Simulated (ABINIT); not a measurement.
# MnO2 (P-3m1) in ABINIT: Hund's J by linear response with LDA+U

Aim: the Hund's J by linear response of MnO2 with LDA+U.

All numbers are computed with ABINIT 10.8.3 (patched build); they aren't measurements. Logs are shortened: lines on timing, memory, paths and dates and some standing lists are left out, and cuts for length are marked. The log counts tension as positive stress, the text compression.

**1. The structure**

Symmetry: P-3m1, No. 164, trigonal system. Conventional cell: a = 2.857 Å, b = 2.857 Å, c = 4.601 Å, α = 90.00°, β = 90.00°, γ = 120.00°. Mn (site symmetry -3m) has 6 O at 1.90 Å as nearest neighbours. Around O (site symmetry 3m) lie 3 Mn at 1.90 Å.

Measurements of this composition are mostly on another form, of space group No. 136.

**2. Hund's J by linear response, LDA+U, collinear spin, ferromagnetic start**

Contents of run.abi:

```
# Datasets
ndtset 4

# Pseudopotentials
pp_dirpath "./"
pseudos "Mn.LDA_PW-JTH.xml, O.LDA_PW-JTH.xml"

# Structure
acell 3*1.0 Angstrom
rprim
     2.8565781804     0.0000000000     0.0000000000
    -1.4282890902     2.4738692722     0.0000000000
     0.0000000000     0.0000000000     4.6013740589
ntypat 2
znucl 25 8
natom 3
typat 1 2 2
xred
            0.0            0.0            1/2
            1/3            2/3   0.7062925700
            2/3            1/3   0.2937074300

# Plane-wave basis
ecut 598.650497 eV
pawecutdg 44.0

# k points
kptopt 2
ngkpt 6 6 3
nshiftk 1
shiftk 0.0 0.0 0.0

# Exchange and correlation
ixc 7

# Bands and occupations
nband 19
occopt 3
tsmear 0.00183747

# Spin
nsppol 2
spinat
     0.0000000000     0.0000000000     4.0000000000
     0.0000000000     0.0000000000     0.0000000000
     0.0000000000     0.0000000000     0.0000000000
nsym 1

# DFT+U
usepawu 1
lpawu 2 -1
upawu 2.0 0.0 eV
jpawu 0.0 0.0 eV
dmatpuopt 1

# SCF cycle
nstep 120
tolvrs 1.0e-9

# Output
prteig 0
prtebands 0
prtden 0
prtwf 0

# Linear response
irdwfk 1
macro_uj 4
pawujat 1
pawujv1 -0.15 eV
pawujv2 -0.05 eV
pawujv3 0.05 eV
pawujv4 0.15 eV
```

Contents of gs.abi:

```
# Pseudopotentials
pp_dirpath "./"
pseudos "Mn.LDA_PW-JTH.xml, O.LDA_PW-JTH.xml"

# Structure
acell 3*1.0 Angstrom
rprim
     2.8565781804     0.0000000000     0.0000000000
    -1.4282890902     2.4738692722     0.0000000000
     0.0000000000     0.0000000000     4.6013740589
ntypat 2
znucl 25 8
natom 3
typat 1 2 2
xred
            0.0            0.0            1/2
            1/3            2/3   0.7062925700
            2/3            1/3   0.2937074300

# Plane-wave basis
ecut 598.650497 eV
pawecutdg 44.0

# k points
kptopt 2
ngkpt 6 6 3
nshiftk 1
shiftk 0.0 0.0 0.0

# Exchange and correlation
ixc 7

# Bands and occupations
nband 19
occopt 3
tsmear 0.00183747

# Spin
nsppol 2
spinat
     0.0000000000     0.0000000000     4.0000000000
     0.0000000000     0.0000000000     0.0000000000
     0.0000000000     0.0000000000     0.0000000000
nsym 1

# DFT+U
usepawu 1
lpawu 2 -1
upawu 2.0 0.0 eV
jpawu 0.0 0.0 eV
dmatpuopt 1

# SCF cycle
nstep 120
tolvrs 1.0e-9

# Output
prteig 0
prtebands 0
prtden 0
```

Potentials or basis: JTH PAW LDA v2.0.

On the command line:

```bash
abinit gs.abi > log 2>&1
ln -s gso_WFK runi_DS1_WFK
ln -s gso_WFK runi_DS2_WFK
ln -s gso_WFK runi_DS3_WFK
ln -s gso_WFK runi_DS4_WFK
abinit run.abi > log 2>&1
lruj runo_DS1_LRUJ.nc runo_DS2_LRUJ.nc runo_DS3_LRUJ.nc runo_DS4_LRUJ.nc > lruj.log 2>&1
```

run.abo:

```text
.Version 10.8.3 of ABINIT
 DATASET    1 : space group P1 (#  1); Bravais aP (primitive triclinic)
================================================================================
 Values of the parameters that define the memory need for DATASET  1.
     intxc =       0    ionmov =       0      iscf =      17    lmnmax =      18
     lnmax =       6     mgfft =      40  mpssoang =       3    mqgrid =    3001
     natom =       3  nloc_mem =       2    nspden =       2   nspinor =       1
    nsppol =       2      nsym =       1    n1xccc =       1    ntypat =       2
    occopt =       3   xclevel =       1
       mpw =        1090          nfft =       23040          nkpt =          56
 PAW method is used; the additional fine FFT grid is defined by:
   mgfftf=        54    nfftf =     69984
================================================================================
================================================================================
[... 29 lines left out ...]
 DATASET    4 : space group P1 (#  1); Bravais aP (primitive triclinic)
================================================================================
 Values of the parameters that define the memory need for DATASET  4.
     intxc =       0    ionmov =       0      iscf =      17    lmnmax =      18
     lnmax =       6     mgfft =      40  mpssoang =       3    mqgrid =    3001
     natom =       3  nloc_mem =       2    nspden =       2   nspinor =       1
    nsppol =       2      nsym =       1    n1xccc =       1    ntypat =       2
    occopt =       3   xclevel =       1
       mpw =        1090          nfft =       23040          nkpt =          56
 PAW method is used; the additional fine FFT grid is defined by:
   mgfftf=        54    nfftf =     69984
================================================================================
================================================================================

--------------------------------------------------------------------------------
------------- Echo of variables that govern the present computation ------------
--------------------------------------------------------------------------------
 -outvars: echo values of preprocessed input variables --------
            acell      1.8897261259E+00  1.8897261259E+00  1.8897261259E+00 Bohr
              amu      5.49380500E+01  1.59994000E+01
         atvshift1      -0.00551   -0.00551   -0.00551   -0.00551   -0.00551
                         0.00551    0.00551    0.00551    0.00551    0.00551
                         0.00000    0.00000    0.00000    0.00000    0.00000
                         0.00000    0.00000    0.00000    0.00000    0.00000
                         0.00000    0.00000    0.00000    0.00000    0.00000
                         0.00000    0.00000    0.00000    0.00000    0.00000
         atvshift2      -0.00184   -0.00184   -0.00184   -0.00184   -0.00184
                         0.00184    0.00184    0.00184    0.00184    0.00184
                         0.00000    0.00000    0.00000    0.00000    0.00000
                         0.00000    0.00000    0.00000    0.00000    0.00000
                         0.00000    0.00000    0.00000    0.00000    0.00000
                         0.00000    0.00000    0.00000    0.00000    0.00000
         atvshift3       0.00184    0.00184    0.00184    0.00184    0.00184
[... 318 lines left out ...]
 basis_size (lnmax)=  6 (lmn_size= 18), orbitals=   0   0   1   1   2   2
 Spheres core radius: rc_sph= 2.11191681
 Shapefunction is SIN type: shapef(r)=[sin(pi*r/rshp)/(pi*r/rshp)]**2
 Radius for shape functions =  1.80270168
 Compensation charge density is not taken into account in XC energy/potential

- pspini: atom type   2  psp file is ./O.LDA_PW-JTH.xml
 Pseudopotential format is: paw10
 basis_size (lnmax)=  4 (lmn_size=  8), orbitals=   0   0   1   1
 Spheres core radius: rc_sph= 1.41465230
 Shapefunction is SIN type: shapef(r)=[sin(pi*r/rshp)/(pi*r/rshp)]**2
 Radius for shape functions =  1.20231231
 Compensation charge density is not taken into account in XC energy/potential

   1.03607236E+03                                ecore*ucvol(ha*bohr**3)
--------------------------------------------------------------------------------

-inwffil : will read wavefunctions from disk file runi_DS1_WFK

 ******************************************
 DFT+U Method used: FLL
 ******************************************
[... 1072 lines left out ...]
-Cartesian components of stress tensor (GPa)         [Pressure= -6.8778E+00 GPa]
- sigma(1 1)=  7.58040201E+00  sigma(3 2)= -4.19729805E-08
- sigma(2 2)=  7.58040215E+00  sigma(3 1)= -1.94962792E-07
- sigma(3 3)=  5.47265607E+00  sigma(2 1)=  9.90083087E-08

== END DATASET(S) ==============================================================
================================================================================

 -outvars: echo values of variables after computation  --------
            acell      1.8897261259E+00  1.8897261259E+00  1.8897261259E+00 Bohr
           etotal1    -1.3719627316E+02
           etotal2    -1.3718748822E+02
           etotal3    -1.3717882745E+02
           etotal4    -1.3717029321E+02
            fcart1    -8.5095231482E-10  2.2339228059E-09  2.3207490325E-07
                      -2.4412776670E-09 -2.3716212918E-09 -6.6006279058E-03
                       3.2922299818E-09  1.3769848588E-10  6.6003958309E-03
            fcart2     5.7277133417E-10 -3.8996571785E-10  2.1870544335E-07
                      -5.4450285865E-10  4.3915707416E-11 -7.0395790146E-03
                      -2.8268475522E-11  3.4605001043E-10  7.0393603091E-03
            fcart3    -4.8011323671E-10  1.1794315133E-10  1.4252926487E-07
                       9.2366621455E-10 -8.7958262513E-11 -7.4518161056E-03
                      -4.4355297785E-10 -2.9984888821E-11  7.4516735764E-03
            fcart4     4.1674357753E-11 -2.6747690035E-09 -3.4981771367E-08
                      -5.1816765693E-10 -8.2196903145E-10 -7.8283134927E-03
                       4.7649329918E-10  3.4967380349E-09  7.8283484745E-03
            rprim      2.8565781804E+00  0.0000000000E+00  0.0000000000E+00
                      -1.4282890902E+00  2.4738692722E+00  0.0000000000E+00
                       0.0000000000E+00  0.0000000000E+00  4.6013740589E+00
           strten1     2.0170037479E-04  2.0170038078E-04  1.6548124493E-04
                      -2.7384771848E-12 -1.3231573386E-11 -3.9168732953E-12
           strten2     2.2121680351E-04  2.2121680572E-04  1.7282132768E-04
                      -2.8631363912E-12  6.5462664197E-13 -1.9868577329E-12
           strten3     2.3992156228E-04  2.3992156025E-04  1.7968413127E-04
                       3.5510360178E-12  1.3452945869E-12  4.6029171863E-13
           strten4     2.5765262738E-04  2.5765263223E-04  1.8601179914E-04
                      -1.4266326093E-12 -6.6266506197E-12  3.3652240124E-12
           xangst      0.0000000000E+00  0.0000000000E+00  2.3006870295E+00
                      -1.1786315733E-17  1.6492461815E+00  3.2499163096E+00
                       1.4282890902E+00  8.2462309073E-01  1.3514577493E+00
             xred      0.0000000000E+00  0.0000000000E+00  5.0000000000E-01
                       3.3333333333E-01  6.6666666667E-01  7.0629257000E-01
                       6.6666666667E-01  3.3333333333E-01  2.9370743000E-01
 Calculation completed.
```

gs.abo:

```text
.Version 10.8.3 of ABINIT
 Symmetries : space group P1 (#  1); Bravais aP (primitive triclinic)
================================================================================
 Values of the parameters that define the memory need of the present run
     intxc =       0    ionmov =       0      iscf =      17    lmnmax =      18
[... 550 lines left out ...]
           xangst      0.0000000000E+00  0.0000000000E+00  2.3006870295E+00
                      -1.1786315733E-17  1.6492461815E+00  3.2499163096E+00
                       1.4282890902E+00  8.2462309073E-01  1.3514577493E+00
             xred      0.0000000000E+00  0.0000000000E+00  5.0000000000E-01
                       3.3333333333E-01  6.6666666667E-01  7.0629257000E-01
                       6.6666666667E-01  3.3333333333E-01  2.9370743000E-01
 Calculation completed.
```

Run time: 6.8 min. Hardware: 1 thread of Arm Neoverse V1, shared host; peak memory 0.14 GiB.

What came out:

- Free energy: -3732.9435 eV
- Largest force: 0.373 eV/Å
- Band gap on the k mesh: 1.26 eV, indirect (least direct gap 1.33 eV)
- Net moment: 3.00 μB per cell
- Site moments: Mn +2.86; O +0.01 μB
- Hund's J from linear response: 1.57 eV

Forces on the atoms (eV/Å):
```
Mn   0.000  0.000  0.000
O    0.000  0.000 -0.373
O    0.000  0.000  0.373
```

Eigenvalues of the final occupation matrices:
| site | spin | trace | eigenvalues |
| --- | --- | --- | --- |
| atom 1 | 1 | 3.05 | 0.38 0.38 0.76 0.76 0.77 |
| atom 1 | 2 | 0.69 | 0.08 0.08 0.08 0.23 0.23 |

Caveat: the k mesh is coarse (spacing up to 0.46 Å⁻¹), so the values aren't converged; the shifted atom has its images in every cell, so this scalar value isn't converged in cell size and belongs to these projectors alone; the cutoff is too short for stress, so the log's stress isn't used; an odd mesh through Γ misses points on the zone boundary, where band edges often lie; a cell with one magnetic atom can't hold antiferromagnetic order, which such compounds often take.
